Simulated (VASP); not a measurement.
# EuO (base) (Fm-3m) in VASP: a series of runs

The runs below take EuO (base) through single point, relaxation of cell and atoms, with PBE.

All numbers are computed with VASP 6.6.1; they aren't measurements. Logs are shortened: lines on timing, memory, paths and dates and some standing lists are left out, and cuts for length are marked.

**What was measured.**

From a printed reference work, monograph, for a bulk crystal of EuO at 300 K: band gap 1.115 eV (optical).

The results are compared with them further down.

### Step 1. The cell of the first run

The structure is cubic, space group Fm-3m (No. 225). Conventional cell: a = 5.061 Å, b = 5.061 Å, c = 5.061 Å, α = 90.00°, β = 90.00°, γ = 90.00°. Within 3.3 Å of Eu (site symmetry m-3m) lie 6 O at 2.53 Å. O (site symmetry m-3m) has 6 Eu at 2.53 Å within 3.3 Å.

### Step 2. Single point, PBE, collinear spin, ferromagnetic start

File INCAR:

```
SYSTEM = EuO
PREC = Accurate
ENCUT = 600
EDIFF = 1E-6
ISMEAR = 0
SIGMA = 0.1
LREAL = .FALSE.
LASPH = .TRUE.
NELM = 200
ALGO = Normal
ISIF = 2
LWAVE = .FALSE.
LCHARG = .FALSE.
ISPIN = 2
MAGMOM = 7.28 0
LORBIT = 11
LMAXMIX = 6
GGA = PE
NBANDS = 22
GGA_COMPAT = .FALSE.
```

File KPOINTS:

```
regular mesh
0
G
  14 14 14
  0 0 0
```

File POSCAR:

```
EuO
1.0
    0.0000000000      2.5306088065      2.5306088065
    2.5306088065      0.0000000000      2.5306088065
    2.5306088065      2.5306088065      0.0000000000
Eu O
1 1
Direct
    0.0000000000      0.0000000000      0.0000000000
    0.5000000000      0.5000000000      0.5000000000
```

Potentials or basis: VASP PAW PBE potentials, release 64 (Eu, O).

Command:

```
> cat potpaw_PBE.64/Eu/POTCAR potpaw_PBE.64/O/POTCAR > POTCAR
> mpirun -np 1 vasp_std > vasp.out
```

OUTCAR:

```text
SYSTEM = EuO
   PREC = Accurate
   ENCUT = 600
   EDIFF = 1E-6
   ISMEAR = 0
   LREAL = .FALSE.
   LASPH = .TRUE.
   NELM = 200
   ISIF = 2
   ISPIN = 2
   LORBIT = 11
   GGA = PE

 ion  position               nearest neighbor table
   1  0.000  0.000  0.000-   2 2.53   2 2.53   2 2.53   2 2.53   2 2.53   2 2.53
   2  0.500  0.500  0.500-   1 2.53   1 2.53   1 2.53   1 2.53   1 2.53   1 2.53

  LATTYP: Found a face centered cubic cell.
 ALAT       =     5.0612176130

  Lattice vectors:

 A1 = (   0.0000000000,   2.5306088065,   2.5306088065)
 A2 = (   2.5306088065,   0.0000000000,   2.5306088065)
 A3 = (   2.5306088065,   2.5306088065,   0.0000000000)

Analysis of symmetry for initial positions (statically):
=====================================================================
 Subroutine PRICEL returns:
 Original cell was already a primitive cell.

 Routine SETGRP: Setting up the symmetry group for a
 face centered cubic supercell.

 Subroutine GETGRP returns: Found 48 space group operations
 (whereof 48 operations were pure point group operations)
 out of a pool of 48 trial point group operations.

The static configuration has the point symmetry O_h .

Analysis of symmetry for dynamics (positions and initial velocities):
=====================================================================
 Subroutine PRICEL returns:
 Original cell was already a primitive cell.

 Routine SETGRP: Setting up the symmetry group for a
 face centered cubic supercell.

 Subroutine GETGRP returns: Found 48 space group operations
 (whereof 48 operations were pure point group operations)
 out of a pool of 48 trial point group operations.

The dynamic configuration has the point symmetry O_h .

Analysis of structural, dynamic, and magnetic symmetry:
=====================================================================
 Subroutine PRICEL returns:
 Original cell was already a primitive cell.

 Routine SETGRP: Setting up the symmetry group for a
 face centered cubic supercell.

 Subroutine GETGRP returns: Found 48 space group operations
 (whereof 48 operations were pure point group operations)
 out of a pool of 48 trial point group operations.

The overall configuration has the point symmetry O_h .

 Subroutine INISYM returns: Found 48 space group operations
 (whereof 48 operations are pure point group operations),
 and found     1 'primitive' translations

[... 111 lines left out ...]
   IALGO  =     38    algorithm
   IMIX   =      4    mixing-type and parameters
     AMIX     =   0.40;   BMIX     =  1.00
     AMIX_MAG =   1.60;   BMIX_MAG =  1.00
  volume/ion in A,a.u.               =      16.21       109.36
  Fermi-wavevector in a.u.,A,eV,Ry     =   1.460211  2.759400 29.010582  2.132218
  Thomas-Fermi vector in A             =   2.576688
   LORBIT       =     11    0 simple, 1 ext, 2 COOP (PROOUT), +10 PAW based schemes
   GGA     = PE    functional components
   LHFCALC =     F    Hartree Fock is set to
   AEXX    =    0.0000 exact exchange contribution
   IVDW    =     0    specifies the selected vdW correction
   LEPSILON=     F    determine dielectric tensor
   LRPA    =     F    only Hartree local field effects (RPA)
 spin polarized calculation
 Gauss-broadening in eV      SIGMA  =   0.10
  energy-cutoff  :      600.00
  volume of cell :       32.41
 maximum number of plane-waves:      1106
 NGX is ok and might be reduce to    30
   NGX = 15   NGY = 15   NGZ = 15

 number of electron      23.0000000 magnetization       6.9412128

 Free energy of the ion-electron system (eV)
  ---------------------------------------------------
  ext. energy  EPLUGINS =         0.00000000
  ---------------------------------------------------
  free energy    TOTEN  =       -22.04546948 eV

  energy without entropy =      -22.03890585  energy(sigma->0) =      -22.04218766

 E-fermi :   5.0189     XC(G=0): -11.1320

 val. band max:        5.0060866426   @ k =  -0.0714   0.0714   0.0000
 cond. band min:       5.0239618493   @ k =   0.4286   0.3571   0.0000
 fundamental gap:      0.0178752067
 Fermi energy:         5.0188984121

 spin component 1

 k-point     1 :       0.0000    0.0000    0.0000
  band No.  band energies     occupation
      1     -36.5017      1.00000
      2     -14.8383      1.00000
      3     -14.8383      1.00000
      4     -14.8383      1.00000
      5     -13.9064      1.00000
      6       1.0002      1.00000
[... 589 lines left out ...]
     21      11.3855      0.00000
     22      17.7561      0.00000

 [... further k-points ...]

 spin component 2

 k-point     1 :       0.0000    0.0000    0.0000
  band No.  band energies     occupation
      1     -33.4681      1.00000
      2     -13.9756      1.00000
      3     -12.5486      1.00000
      4     -12.5486      1.00000
      5     -12.5486      1.00000
      6       1.0902      1.00000
[... 589 lines left out ...]
     21      12.4512      0.00000
     22      19.4256      0.00000

 [... further k-points ...]
[... 5 lines left out ...]
  --------------------------------------------------------------------------------------
  -------------------------------------------------------------------------------------
  Total       -0.0388580     -0.0388580     -0.0388580     -0.0000000      0.0000000     -0.0000000
  in kB       -1.9208162     -1.9208162     -1.9208162     -0.0000000      0.0000000     -0.0000000
  external PRESSURE =      -1.9208162 kB  Pullay stress =       0.0000000 kB

 VOLUME and BASIS-vectors are now :
 -----------------------------------------------------------------------------
  energy-cutoff  :      600.00
  volume of cell :       32.41
      direct lattice vectors                 reciprocal lattice vectors
     0.000000000  2.530608807  2.530608807    -0.197580914  0.197580914  0.197580914
     2.530608807  0.000000000  2.530608807     0.197580914 -0.197580914  0.197580914
     2.530608807  2.530608807  0.000000000     0.197580914  0.197580914 -0.197580914

 POSITION                                       TOTAL-FORCE (eV/Angst)
 -----------------------------------------------------------------------------------
      0.00000      0.00000      0.00000         0.000000     -0.000000     -0.000000
      2.53061      2.53061      2.53061        -0.000000      0.000000      0.000000
 -----------------------------------------------------------------------------------
    total drift:                                0.000000      0.000000      0.000000

  FREE ENERGIE OF THE ION-ELECTRON SYSTEM (eV)
  ---------------------------------------------------
  free  energy   TOTEN  =       -22.0454694778 eV

  energy  without entropy=      -22.0389058477  energy(sigma->0) =      -22.04218766

 total charge

# of ion       s       p       d       f       tot
--------------------------------------------------
    1        2.033   5.768   0.429   6.599  14.828
    2        1.552   3.411   0.000   0.000   4.963
--------------------------------------------------
tot          3.585   9.179   0.429   6.599  19.791

 magnetization (x)

# of ion       s       p       d       f       tot
--------------------------------------------------
    1       -0.012  -0.105   0.148   6.540   6.571
    2       -0.004  -0.092   0.000   0.000  -0.096
--------------------------------------------------
tot         -0.017  -0.196   0.148   6.540   6.475
```

OSZICAR:

```text
N       E                     dE             d eps       ncg     rms          rms(c)
DAV:   1     0.153863871459E+03    0.15386E+03   -0.95606E+03 12844   0.542E+03
DAV:   2     0.126766931280E-01   -0.15385E+03   -0.13258E+03 12434   0.429E+02
DAV:   3    -0.186090662989E+02   -0.18622E+02   -0.18105E+02 12826   0.120E+02
DAV:   4    -0.209562820242E+02   -0.23472E+01   -0.23176E+01 17442   0.264E+01
DAV:   5    -0.210180444306E+02   -0.61762E-01   -0.61707E-01 14066   0.631E+00    0.305E+01
DAV:   6    -0.230467882004E+02   -0.20287E+01   -0.12671E+01 14008   0.642E+01    0.271E+01
DAV:   7    -0.220100587203E+02    0.10367E+01   -0.45889E+00 14556   0.598E+01    0.182E+01
DAV:   8    -0.220559500438E+02   -0.45891E-01   -0.48324E-01 14070   0.964E+00    0.102E+01
DAV:   9    -0.220581186903E+02   -0.21686E-02   -0.20744E-01 15664   0.733E+00    0.425E+00
DAV:  10    -0.220529890186E+02    0.51297E-02   -0.91299E-02 13870   0.535E+00    0.282E+00
DAV:  11    -0.220452604727E+02    0.77285E-02   -0.14273E-02 14662   0.189E+00    0.824E-01
DAV:  12    -0.220454632073E+02   -0.20273E-03   -0.13779E-03 16812   0.428E-01    0.325E-01
DAV:  13    -0.220454799837E+02   -0.16776E-04   -0.39857E-04 15864   0.324E-01    0.916E-02
DAV:  14    -0.220454697859E+02    0.10198E-04   -0.43732E-05 15914   0.833E-02    0.519E-02
DAV:  15    -0.220454694778E+02    0.30811E-06   -0.61083E-06 13196   0.286E-02
   1 F= -.22045469E+02 E0= -.22042188E+02  d E =-.656363E-02  mag=     6.9417
```

Wall time 4.3 min (1 thread of Intel Xeon Platinum 8259CL at 2.50GHz (Skylake/Cascade Lake), shared host); peak memory 0.31 GiB.

What came out:

| Property | Result |
| --- | --- |
| Free energy | -22.0455 eV |
| Pressure | -0.2 GPa |
| Net moment | 6.94 μB per cell |
| Site moments | Eu +6.57; O -0.10 μB |
| Valence electrons inside the program's atomic spheres | Eu 14.83; O 4.96 |

Caveat: spin-orbit coupling is left out, which moves the levels of the heavy elements; a cell with one magnetic atom can't hold antiferromagnetic order, which such compounds often take; without U or exact exchange the open f shell lies at the Fermi level, which spoils levels, moments and volumes. The state reached can hang on the start; a lower one may exist.

### Step 3. Relaxation of cell and atoms, PBE, collinear spin, ferromagnetic start

This run uses another cell than the first one, of 17.01 Å³/atom, 1.050 times its volume.

File INCAR:

```
PREC = Accurate ; ENCUT = 600
EDIFF = 1E-7 ; ISMEAR = 0
SIGMA = 0.1 ; LREAL = F
LASPH = T ; NELM = 200
ALGO = Normal ; ISIF = 3
LWAVE = F ; LCHARG = F
ISPIN = 2 ; MAGMOM = 7.28 0
LORBIT = 11 ; LMAXMIX = 6
GGA = PE ; IBRION = 2
NSW = 100 ; EDIFFG = -0.002
GGA_COMPAT = F ; NELMIN = 4
```

File KPOINTS:

```
regular mesh
0
Gamma
  14 14 14
```

File POSCAR:

```
EuO
1.0
    0.0000000000      2.5719500000      2.5719500000
    2.5719500000      0.0000000000      2.5719500000
    2.5719500000      2.5719500000      0.0000000000
Eu O
1 1
Direct
    0.0000000000      0.0000000000      0.0000000000
    0.5000000000      0.5000000000      0.5000000000
```

Potentials or basis: VASP PAW PBE potentials, release 64 (Eu, O).

Command:

```
> cat potpaw_PBE.64/Eu/POTCAR potpaw_PBE.64/O/POTCAR > POTCAR
> mpirun -np 1 vasp_std > vasp.out
```

Run time: 16 min. Hardware: 1 thread of Intel Xeon Platinum 8259CL at 2.50GHz (Skylake/Cascade Lake), shared host; peak memory 0.32 GiB.

Results (log left out):

```
Free energy                                           : -22.0480 eV
Relaxed volume                                        : 16.14 Å³/atom
Relaxed cell                                          : a = 3.574 Å, b = 3.574 Å, c = 3.574 Å, α = 60.00°, β = 60.00°, γ = 60.00°
Space group after relaxing (to 0.05 Å)                : Fm-3m (No. 225)
Energy gained by relaxing                             : 12.7 meV/atom
Ionic steps                                           : 3
Pressure after relaxing                               : 0.0 GPa
Net moment                                            : 6.94 μB per cell
Site moments                                          : Eu +6.57; O -0.10 μB
Valence electrons inside the program's atomic spheres : Eu 14.83; O 4.96
```

Step by step:
```tsv
step	energy change (eV)	largest force (eV/Å)	pressure (GPa)	volume (Å³)
1	0.0000	0.0000	-4.43	34.03
2	-0.0228	0.0000	1.68	31.76
3	-0.0255	0.0000	0.02	32.29
```

Final structure:
```xyz
2
Lattice="0.0000 2.5273 2.5273 2.5273 0.0000 2.5273 2.5273 2.5273 0.0000" Properties=species:S:1:pos:R:3 pbc="T T T"
Eu    0.0000    0.0000    0.0000
O     2.5273    2.5273    2.5273
```

Levels at points of the mesh, in eV from the Fermi level:
Spin up:
```
           k point  band 13  band 14  band 15  band 16  band 17  band 18
(0.00, 0.00, 0.00)    -0.18     0.07     0.07     0.07     1.60     1.60
(0.50, 0.00, 0.00)    -0.31    -0.29    -0.26     2.32     4.51     4.51
(0.50, 0.50, 0.00)    -0.40    -0.32    -0.05    -0.05     3.66     5.93
```
Spin down:
```csv
k point,band 4,band 5,band 6,band 7,band 8,band 9,band 10,band 11,band 12,band 13
"(0.00, 0.00, 0.00)",-17.56,-17.56,-3.94,-3.94,-3.94,0.92,2.71,2.71,2.71,3.60
"(0.50, 0.00, 0.00)",-17.67,-16.30,-6.01,-5.09,-5.09,3.14,3.65,4.08,4.08,4.49
"(0.50, 0.50, 0.00)",-18.05,-18.05,-3.86,-3.84,-3.84,-0.40,4.13,4.21,4.35,4.35
```

Caveat: spin-orbit coupling is left out, which moves the levels of the heavy elements; a cell with one magnetic atom can't hold antiferromagnetic order, which such compounds often take; without U or exact exchange the open f shell lies at the Fermi level, which spoils levels, moments and volumes. With open d or f shells a metallic result of PBE can be an artefact of self-interaction; +U or a hybrid may open a gap.

### Step 4. Against experiment

Step 2. A measured gap of EuO is 1.115 eV (optical; 300 K; a printed reference work, monograph); the calculated 0.00 eV misses it by -1.11 eV. So large a miss can be the level of theory's own, or it may mean another phase, state or a wrong row. Spin-orbit coupling on Eu is left out. The value is that of PBE on a finite k mesh, which can miss the band edges, without temperature or zero-point motion. Semilocal functionals fall short of measured gaps as a rule. The run's magnetic order (collinear spin, ferromagnetic start) needn't be the measured crystal's.
